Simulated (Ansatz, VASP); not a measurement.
# Cross-check of CdS (Hawleyite) between VASP and Ansatz

One calculation is typed for both programs; each brings its own data sets and cutoff. How far apart do they land? The cell is taken from a series of VASP runs on this material, whose earlier steps may have relaxed, scaled or displaced it; both programs get it as it stands.

Main program and level: Ansatz 0.2.0; plane waves, with VASP 6.6.1 beside it; relaxation of cell and atoms at r2SCAN.

## (1) The structure

The structure is cubic, space group F-43m (No. 216). The conventional cell has a = 5.872 Å, b = 5.872 Å, c = 5.872 Å, α = 90.00°, β = 90.00°, γ = 90.00°. Nearest to Cd lie 4 S at 2.54 Å. Nearest to S lie 4 Cd at 2.54 Å. Farther neighbours and most contacts between anions are not listed.

## (2) Ansatz: relaxation of cell and atoms, r2SCAN

Ansatz runs on its default PAW (the set named soft_2) files.

The relaxed volume is the usual yardstick between codes: its relative difference is about their pressure difference at one cell divided by the bulk modulus.

input.yaml reads:

```yaml
crystal:
  lattice:
    - [0.0, 2.9358151324, 2.9358151324]
    - [2.9358151324, 0.0, 2.9358151324]
    - [2.9358151324, 2.9358151324, 0.0]
  atoms:
    - { symbol: Cd, position: [0.0, 0.0, 0.0] }
    - { symbol: S, position: [0.75, 0.75, 0.75] }
hamiltonian:
  xc: r2scan
  pseudopotentials: { kind: paw }
kpoints:
  mp_grid: { grid: [6, 6, 6] }
scf:
  occupations: { method: gaussian, width: 0.03 }
relax:
  f_tol: 0.01
  max_steps: 60
  cell: { stress_tol: 0.05 }
output:
  forces: true
  stress: true
  write_density: true
  write_potential: true
  elf: true
  volumetric_format: npy
```

On the command line:

```
$ ansatz run input.yaml --threads 4 --pin off --max-ram 9216MiB --backend cpu --events-out ev --progress --plain --runs-dir out
```

Numbers of over 12 decimals in the logs are rounded to 6 here.

The program printed:

```text
Engine: ansatz 0.2.0, aarch64-unknown-linux-gnu
Pseudopotentials: kind: paw
Pseudopotential: Cd, paw, valence charge 20, recommended cutoff 500 eV (meta_gga), Cd.paw.azcp
Pseudopotential: S, paw, valence charge 6, recommended cutoff 500 eV (meta_gga), S.paw.azcp
Functional definition: r2SCAN
  parameter k0 = 0.174
  parameter k1 = 0.065
  parameter a1 = 4.9479
  exchange = r2scan_x(k0 = k0, k1 = k1, a1 = a1)
  correlation = r2scan_c
Crystal: 2 atoms, lattice volume = 50.608 Å³
Basis set: ecut = 500 eV, 1243 PW (Γ), exchange–correlation on 128×128×128 points (64 copies of the dense FFT grid, shifted against one another)
Bands: 17, of which v1, the nominal top of the filled ones, is band 13 counted from 1 (12 counted from 0)
Symmetry: 24 space group operations
Space group: F-43m (ITA 216), of the structure as read, at distance tolerance 3.7e-5 Å
k-points: 16 of 216 (time reversal used)
Non-local potential: Cd, projectors of the file, l = 0: 3, l = 1: 2, l = 2: 2, l = 3: 1
Non-local potential: S, projectors of the file, l = 0: 2, l = 1: 2, l = 2: 2
PAW form: soft (Blöchl's): semilocal exchange-correlation on the pseudo side does not see the compensation charge
PAW frozen core: Cd, regenerated for the run's functional (the file was generated under x = pbe(κ = 0.804, μ = 0.219515), c = pbe(β = 0.066725))
PAW frozen core: S, regenerated for the run's functional (the file was generated under x = pbe(κ = 0.804, μ = 0.219515), c = pbe(β = 0.066725))
PAW one-centre angular grid: Cd, 590 points (default); XC on 160 Gauss nodes
PAW one-centre angular grid: S, 302 points (default); XC on 160 Gauss nodes
Initial density: superposition of atomic densities (neutral atoms: chi_scale 0, normalization atom), corrected by the library's trained network
Initial wavefunctions: pseudopotential atomic-orbital guess
Functional: x = r2scan, c = r2scan; τ floored in thin density (d = 2e-4 eV/Å³)
SCF iter   1: F=—  HF=-9175.597067 eV  |F-HF|=—  |Δ(HF+E_count)|=         —  Δρ=5.98e-3  dr2=9.54e-3  dr2_τ=1.60e-2  ethr=1.77e-3  ⟨swp⟩=5.9  Hψ=1410  notcnv=0
preconditioner: auto → none  [insulator: Δε(μ)=1.526 eV  Ē_g=13.008 eV  σ=0.030 eV  W_gap=1.00  n_scr=14 (ndim 8)  ℏωp=22.1 eV  f_vac=0.140  D(μ)=0.00/eV (n_scr^D=0)  ε∞_Penn≈3.9]
SCF iter   2: F=—  HF=-9175.607777 eV  |F-HF|=—  |Δ(HF+E_count)|=   1.07e-2  Δρ=3.07e-3  dr2=2.02e-3  dr2_τ=4.34e-4  ethr=3.67e-5  ⟨swp⟩=2.8  Hψ=645  notcnv=0
SCF iter   3: F=—  HF=-9175.608493 eV  |F-HF|=—  |Δ(HF+E_count)|=   7.16e-4  Δρ=1.31e-3  dr2=4.58e-4  dr2_τ=4.82e-5  ethr=7.78e-6  ⟨swp⟩=2.3  Hψ=396  notcnv=0
SCF iter   4: F=—  HF=-9175.608609 eV  |F-HF|=—  |Δ(HF+E_count)|=   1.16e-4  Δρ=6.02e-5  dr2=7.85e-7  dr2_τ=1.65e-7  ethr=1.76e-6  ⟨swp⟩=2.9  Hψ=484  notcnv=0
SCF iter   5: F=—  HF=-9175.608603 eV  |F-HF|=—  |Δ(HF+E_count)|=   6.65e-6  Δρ=1.44e-5  dr2=5.12e-8  dr2_τ=1.50e-8  ethr=3.02e-9  ⟨swp⟩=2.0  Hψ=416  notcnv=0
SCF iter   6: F=-9175.608603 eV  HF=-9175.608603 eV  |F-HF|=1.29e-9  |Δ(HF+E_count)|=   7.70e-8  Δρ=2.55e-6  dr2=3.33e-9  dr2_τ=1.98e-10  ethr=1.97e-10  ⟨swp⟩=5.6  Hψ=1534  notcnv=0
SCF 1 converged in 6 iterations: F = -9175.608603 eV  dr2 = 3.33e-9
  greatest PAW one-centre occupation: 1.002 electrons in one spin orbital (limit 2), on the Cd atom at site 0 (counted from 0), in its partial waves of l = 1
relax step   1: F+E_penalty+E_count = -9175.60860268 eV  Δ(F+E_penalty+E_count) = +0.000e0 eV  max|allowed force component| = 1.388e-16 eV/Å  Δτ_max = 0.0000 Å  P = +0.200 GPa  Ω = 50.608 Å³  (6 SCF iters, dr2 threshold 1.00e-7 eV, accepted)
[...]
relax step   2: F+E_penalty+E_count = -9175.60865353 eV  Δ(F+E_penalty+E_count) = -5.085e-5 eV  max|allowed force component| = 6.245e-17 eV/Å  Δτ_max = 0.0000 Å  P = -0.009 GPa  Ω = 50.781 Å³  energy of the carried Pulay correction = -5.231e-5 eV  (4 SCF iters, dr2 threshold 1.00e-7 eV, accepted)
[...]
relax step   3: F+E_penalty+E_count = -9175.60870155 eV  Δ(F+E_penalty+E_count) = -4.802e-5 eV  max|allowed force component| = 5.667e-17 eV/Å  Δτ_max = 0.0000 Å  P = -0.009 GPa  Ω = 50.781 Å³  stress off target by 8.63e-3 GPa  SCF on the basis re-selected at this cell (its energy is not comparable with the rows above)  (4 SCF iters)
basis re-selected at this cell: Δ(F+E_penalty+E_count) = -4.802e-5 eV, ΔP = +0.001 GPa vs the last step (what re-selecting the basis moved, of the pressure what is left beyond the Pulay correction that the steps carried, after the strain that the cell walked since its last selection, with what the two solves' SCF thresholds leave and, on support functions, any second-order correction that the steps lacked; it is no m [...]
SCF converged after 4 iterations
Free energy (F): -9175.608702 eV
Harris-Foulkes:  -9175.608702 eV  (|F-HF|=5.46e-12)
Internal energy: -9175.608702 eV  (E = F + TS)
E sigma→0 (E₀):  -9175.608702 eV
Fermi energy:    7.090622 eV
--- Per-component energies (eV) ---
  E_band       = -540.938614
  E_kinetic    = 611.716569
  E_local      = -4049.056015  (includes V_loc(G=0)·N_el)
  E_nonlocal   = 63.148515
  E_hartree    = 1859.175261
  E_xc         = -259.879037
  E_vxc        = -340.102222  (∫ρ·V_xc dr)
  E_paw        = -4715.923340  (= ΣΔE_a)
  E_vpaw       = -566.721934  (= ΣTr[D̂ρ^β])
  E_aug_tail   = 0.000007  (compensation charges beyond the density's cutoff)
  E_vtau       = 21.725908  (kinetic-family band-sum trace: ∫τ·v_τ [+ j·A + Jᵃ·Aᵃ] dr)
  E_ewald      = -2684.116125
  E_core_change = -0.674537  (= ΣΔE_core)
  E_smearing   = -0.000000  (= −TS)
  E_closure    = 0.000000  (closes the sum)
  Σ components = -9175.608702   (vs F -9175.608702, Δ=0.00e0)
--- Forces (eV/Å), atoms counted from 1 ---
  atom   1  Cd    -0.00000000     0.00000000     0.00000000
  atom   2  S      0.00000000    -0.00000000    -0.00000000
  max |Σ_I F_I| component: 3.47e-17 eV/Å
--- Stress (GPa, compression-positive) ---
       -0.008634       0.000000       0.000000
       -0.000000      -0.008634       0.000000
        0.000000      -0.000000      -0.008634
  P = ⅓ Tr σ = -0.0086 GPa (-0.086 kbar)
--- Band table (eV; the first three rows and the last of 16) ---
  k-point 0: bands = [... 9 lower, -1.1256, 6.3194, 6.3194, 6.3194, 7.8612, 13.3873, 13.3873, 13.3873]
  k-point 1: bands = [... 9 lower, -1.1260, 4.8754, 6.1213, 6.1213, 8.9914, 12.9779, 13.7009, 13.7009]
  k-point 2: bands = [... 9 lower, -1.1095, 2.9831, 5.7584, 5.7584, 9.7183, 13.4205, 13.8897, 13.8897]
  k-point 15: bands = [... 9 lower, -0.5586, 2.5098, 4.2074, 4.2383, 11.3670, 11.8323, 15.0041, 15.0984]
--- Relaxed structure (2 steps of the walk, 2 accepted, 1 SCFs on fresh bases) ---
  F+E_penalty+E_count = -9175.60870155 eV   max|allowed force component| = 5.667e-17 eV/Å   (the final SCF, on the basis selected at the relaxed cell)
  cell:  # Å, volume = 50.7814 Å³
    - [0, 2.939172, 2.939172]
    - [2.939172, 0, 2.939172]
    - [2.939172, 2.939172, 0]
  atoms:
    - { symbol: Cd, position: [0, 0, 0] }
    - { symbol: S, position: [0.750000, 0.750000, 0.750000] }
```

Run time: 2.8 s. Hardware: 4 threads of Arm Neoverse V2, shared host; peak memory 0.47 GiB; 9.5 s of CPU time.

## (3) VASP: relaxation of cell and atoms, r2SCAN

The same cell, functional, mesh and smearing now go to VASP, with its own data sets and cutoff.

Lines of VASP's logs that name or quote its potential files are left out, and so is its time.

INCAR reads:

```
SYSTEM = CdS
PREC = Accurate
ENCUT = 500
EDIFF = 1E-07
NELM = 100
ISMEAR = 0
SIGMA = 0.03
LREAL = .FALSE.
ALGO = Normal
METAGGA = R2SCAN
LASPH = .TRUE.
NBANDS = 15
LORBIT = 11
LWAVE = .FALSE.
LCHARG = .FALSE.
KPAR = 4
IBRION = 2
NSW = 50
ISIF = 3
EDIFFG = -0.002
```

POSCAR reads:

```
CdS
1.0
    0.0000000000      2.9358151324      2.9358151324
    2.9358151324      0.0000000000      2.9358151324
    2.9358151324      2.9358151324      0.0000000000
Cd S
1 1
Direct
    0.0000000000      0.0000000000      0.0000000000
    0.7500000000      0.7500000000      0.7500000000
```

KPOINTS reads:

```
Automatic mesh
0
Gamma
6 6 6
0 0 0
```

Potentials, in the order of the species: Cd and S (PBE family, release 64).

On the command line:

```
$ mpirun -np 4 vasp_std
```

The program printed:

```text
[banner, memory and clock lines left out]
running    4 mpi-ranks, on    1 nodes
 distrk:  each k-point on    1 cores,    4 groups
 distr:  one band on    1 cores,    1 groups

 POSCAR found type information on POSCAR CdS
 POSCAR found :  2 types and       2 ions
|                                                                             |
|               ----> ADVICE to this user running VASP <----                  |
|                                                                             |
|     You enforced a specific xc type in the INCAR file but a different       |
|     [... a line on the potential file left out ...]
|     I HOPE YOU KNOW WHAT YOU ARE DOING!                                     |
|                                                                             |

 LDA part: xc-table for (None), standard interpolation
 POSCAR, INCAR and KPOINTS ok, starting setup
 FFT: planning ... GRIDC
 FFT: planning ... GRID_SOFT
 FFT: planning ... GRID
 WAVECAR not read
 entering main loop
       N       E                     dE             d eps       ncg     rms          rms(c)
DAV:   1     0.813838831985E+02    0.81384E+02   -0.89407E+03   480   0.108E+03
DAV:   2    -0.304268560528E+02   -0.11181E+03   -0.10566E+03   571   0.267E+02
DAV:   3    -0.348475936796E+02   -0.44207E+01   -0.44097E+01   578   0.560E+01
DAV:   4    -0.348753160212E+02   -0.27722E-01   -0.27719E-01   585   0.436E+00
DAV:   5    -0.348756766760E+02   -0.36065E-03   -0.36065E-03   606   0.473E-01    0.749E+00
DAV:   6    -0.296971935421E+02    0.51785E+01   -0.33029E+00   487   0.279E+01    0.880E+00
DAV:   7    -0.296652947453E+02    0.31899E-01   -0.30404E-01   578   0.585E+00    0.538E+00
DAV:   8    -0.296795758173E+02   -0.14281E-01   -0.61800E-02   522   0.291E+00    0.124E+00
DAV:   9    -0.296835872455E+02   -0.40114E-02   -0.62250E-03   613   0.704E-01    0.185E-01
DAV:  10    -0.296837884115E+02   -0.20117E-03   -0.23933E-03   550   0.526E-01    0.167E-01
DAV:  11    -0.296837394044E+02    0.49007E-04   -0.15003E-04   606   0.190E-01    0.958E-02
DAV:  12    -0.296837194368E+02    0.19968E-04   -0.17410E-04   543   0.155E-01    0.336E-02
DAV:  13    -0.296837183332E+02    0.11036E-05   -0.37325E-06   592   0.281E-02    0.576E-03
DAV:  14    -0.296837179891E+02    0.34406E-06   -0.30597E-07   620   0.623E-03    0.172E-03
DAV:  15    -0.296837179444E+02    0.44713E-07   -0.34518E-08   359   0.150E-03
   1 F= -.29683718E+02 E0= -.29683718E+02  d E =-.296837E+02
 curvature:   0.00 expect dE= 0.000E+00 dE for cont linesearch  0.000E+00
 trial: gam= 0.00000 g(F)=  0.147E-44 g(S)=  0.185E-02 ort = 0.000E+00 (trialstep = 0.100E+01)
 search vector abs. value=  0.185E-02
 bond charge predicted
       N       E                     dE             d eps       ncg     rms          rms(c)
DAV:   1    -0.297052168242E+02   -0.21499E-01   -0.42910E-01   522   0.825E+00    0.118E+00
DAV:   2    -0.296861855894E+02    0.19031E-01   -0.42497E-02   494   0.309E+00    0.424E-01
DAV:   3    -0.296844992353E+02    0.16864E-02   -0.43423E-03   550   0.814E-01    0.365E-01
DAV:   4    -0.296842452173E+02    0.25402E-03   -0.40628E-04   627   0.167E-01    0.811E-02
DAV:   5    -0.296842354643E+02    0.97530E-05   -0.23342E-05   538   0.619E-02    0.318E-02
DAV:   6    -0.296842362502E+02   -0.78584E-06   -0.84273E-06   557   0.252E-02    0.103E-02
DAV:   7    -0.296842372401E+02   -0.98993E-06   -0.45041E-07   613   0.605E-03    0.123E-03
DAV:   8    -0.296842373852E+02   -0.14510E-06   -0.35805E-08   289   0.169E-03    0.360E-04
DAV:   9    -0.296842374023E+02   -0.17055E-07   -0.82634E-09   282   0.103E-03
   2 F= -.29684237E+02 E0= -.29684237E+02  d E =-.519458E-03
 trial-energy change:   -0.000519  1 .order   -0.000547   -0.001851    0.000758
 step:   0.6963(harm=  0.7095)  dis= 0.00000  next Energy=   -29.684353 (dE=-0.635E-03)
 bond charge predicted
       N       E                     dE             d eps       ncg     rms          rms(c)
DAV:   1    -0.296862935551E+02   -0.20562E-02   -0.39426E-02   522   0.248E+00    0.348E-01
DAV:   2    -0.296845132394E+02    0.17803E-02   -0.39996E-03   494   0.958E-01    0.125E-01
DAV:   3    -0.296843639735E+02    0.14927E-03   -0.40337E-04   550   0.245E-01    0.106E-01
DAV:   4    -0.296843516735E+02    0.12300E-04   -0.35927E-05   599   0.513E-02    0.240E-02
DAV:   5    -0.296843525542E+02   -0.88073E-06   -0.21698E-06   553   0.197E-02    0.101E-02
DAV:   6    -0.296843532037E+02   -0.64946E-06   -0.76269E-07   564   0.775E-03    0.309E-03
DAV:   7    -0.296843529580E+02    0.24567E-06   -0.40611E-08   275   0.186E-03    0.254E-04
DAV:   8    -0.296843529641E+02   -0.60752E-08   -0.46139E-09   282   0.538E-04
   3 F= -.29684353E+02 E0= -.29684353E+02  d E =-.635020E-03
 curvature:  -0.35 expect dE=-0.719E-07 dE for cont linesearch -0.719E-07
 trial: gam=-0.01036 g(F)=  0.900E-45 g(S)=  0.203E-06 ort = 0.194E-04 (trialstep = 0.939E+00)
 search vector abs. value=  0.122E-09
 reached required accuracy - stopping structural energy minimisation
```

Parts of OUTCAR (step 3):

```text
ion  position               nearest neighbor table
   1  0.000  0.000  0.000-   2 2.54   2 2.54   2 2.54   2 2.54
   2  0.750  0.750  0.750-   1 2.54   1 2.54   1 2.54   1 2.54

  LATTYP: Found a face centered cubic cell.
 ALAT       =     5.8716302648

 Subroutine GETGRP returns: Found 24 space group operations
 (whereof 24 operations were pure point group operations)

The static configuration has the point symmetry T_d .

 Found     16 irreducible k-points:

   k-points           NKPTS =     16   k-points in BZ     NKDIM =     16   number of bands    NBANDS=     15

   dimension x,y,z NGX =    30 NGY =   30 NGZ =   30
   dimension x,y,z NGXF=    60 NGYF=   60 NGZF=   60

   ENCUT  =  500.0 eV  36.75 Ry    6.06 a.u.   7.57  7.57  7.57*2*pi/ulx,y,z

   NELECT =      18.0000    total number of electrons

 k-points in reciprocal lattice and weights: Automatic mesh
   0.00000000  0.00000000  0.00000000       0.005
   0.16666667  0.00000000  0.00000000       0.037
   0.33333333  0.00000000  0.00000000       0.037
   0.50000000  0.00000000  0.00000000       0.019
   0.16666667  0.16666667  0.00000000       0.028
   0.33333333  0.16666667  0.00000000       0.111
   0.50000000  0.16666667  0.00000000       0.111
  -0.33333333  0.16666667  0.00000000       0.111
  -0.16666667  0.16666667  0.00000000       0.056
[...]
-0.33333333  0.33333333  0.16666667       0.111
  -0.33333333  0.50000000  0.16666667       0.056

 average (electrostatic) potential at core
       1 -44.9952       2 -92.3498

 E-fermi :   0.9881

 k-point     1 :       0.0000    0.0000    0.0000
  band No.  band energies     occupation
    ...
      5      -6.5823      2.00000
      6      -6.5823      2.00000
      7       0.8161      2.00000
      8       0.8161      2.00000
      9       0.8161      2.00000
     10       2.3425      0.00000
     11       7.8946      0.00000
     12       7.8946      0.00000
     13       7.8946      0.00000
     14      12.6087      0.00000
    ...

 k-point     2 :       0.1667    0.0000    0.0000
  band No.  band energies     occupation
    ...
      5      -6.5827      2.00000
      6      -6.5827      2.00000
      7      -0.6288      2.00000
      8       0.6186      2.00000
      9       0.6186      2.00000
     10       3.4755      0.00000
     11       7.4881      0.00000
     12       8.2088      0.00000
     13       8.2088      0.00000
     14      11.9620      0.00000
    ...

 k-point     3 :       0.3333    0.0000    0.0000
  band No.  band energies     occupation
    ...
      5      -6.5665      2.00000
      6      -6.5665      2.00000
      7      -2.5132      2.00000
      8       0.2573      2.00000
      9       0.2573      2.00000
     10       4.2001      0.00000
     11       7.9312      0.00000
     12       8.3959      0.00000
     13       8.3959      0.00000
     14      12.1778      0.00000
    ...

  Total        0.0016753      0.0016753      0.0016753      0.0000000     -0.0000000      0.0000000
  in kB        0.0526139      0.0526139      0.0526139      0.0000000     -0.0000000      0.0000000
  external PRESSURE =       0.0526139 kB  Pullay stress =       0.0000000 kB

  energy-cutoff  :      500.00
  volume of cell :       51.02
      direct lattice vectors                 reciprocal lattice vectors
    -0.000000000  2.943701648  2.943701648    -0.169854170  0.169854170  0.169854170
     2.943701648 -0.000000000  2.943701648     0.169854170 -0.169854170  0.169854170
     2.943701648  2.943701648  0.000000000     0.169854170  0.169854170 -0.169854170

 POSITION                                       TOTAL-FORCE (eV/Angst)
 -----------------------------------------------------------------------------------
      0.00000      0.00000      0.00000         0.000000      0.000000      0.000000
      4.41555      4.41555      4.41555        -0.000000     -0.000000     -0.000000
 -----------------------------------------------------------------------------------
    total drift:                               -0.000001     -0.000001     -0.000001

  FREE ENERGIE OF THE ION-ELECTRON SYSTEM (eV)
  ---------------------------------------------------
  free  energy   TOTEN  =       -29.6843529641 eV

  energy  without entropy=      -29.6843529641  energy(sigma->0) =      -29.68435296

 reached required accuracy - stopping structural energy minimisation

 total charge
# of ion       s       p       d       tot
------------------------------------------
    1        0.400   0.305   9.581  10.286
    2        1.311   2.421   0.000   3.732
--------------------------------------------------
tot          1.711   2.726   9.581  14.019

[... 3 further parts left out ...]
```

## (4) Differences

Known differences besides the potentials themselves: VASP keeps PBE cores, Ansatz makes them for the functional; both relaxations stop at a tolerance, which leaves soft axes loose, and VASP keeps its plane-wave basis; the data sets hold 26 valence electrons in Ansatz (default PAW (the set named soft_2) files) and 18 in VASP; Ansatz adds a Pulay correction to the stress that steers its cell, VASP none. Total energies have different zeros and are not compared.

The two programs side by side:

```
                                         quantity  Ansatz   VASP  difference
                                      volume (Å³)   50.78  51.02     -0.46 %
edge a after relaxation, in the typed setting (Å)   4.157  4.163     -0.15 %
```

The walks stopped with -0.01 GPa left in Ansatz and 0.01 GPa in VASP; each walk ends within a tolerance, so the volume difference is uncertain by about these residues over the bulk modulus, most in soft cells.

## (5) What came out

```yaml
difference_in_volume_relaxation_of_cell_and_atoms_r2scan: -0.46 %
```

What this shows: The difference in volume is -0.46 % (relaxation of cell and atoms, r2SCAN), within the 1.2 % picked in this series as the mark of a large difference, as far as the stopping tolerances let one tell. How closely two codes agree says nothing of how well the functional describes the real material.

[Lines on the potential files, build, host, timing and source positions are cut from VASP's logs without a mark.]

[Logs are printed without paths, hosts, clocks, repeated set-up lines and the standing remarks that a program may print on its own settings, such as how far it seeks lower states.]

[Hosts, paths, dates, database ids (printed as entryN), source tags and the programs' standing remarks are cut or masked in the printed files.]
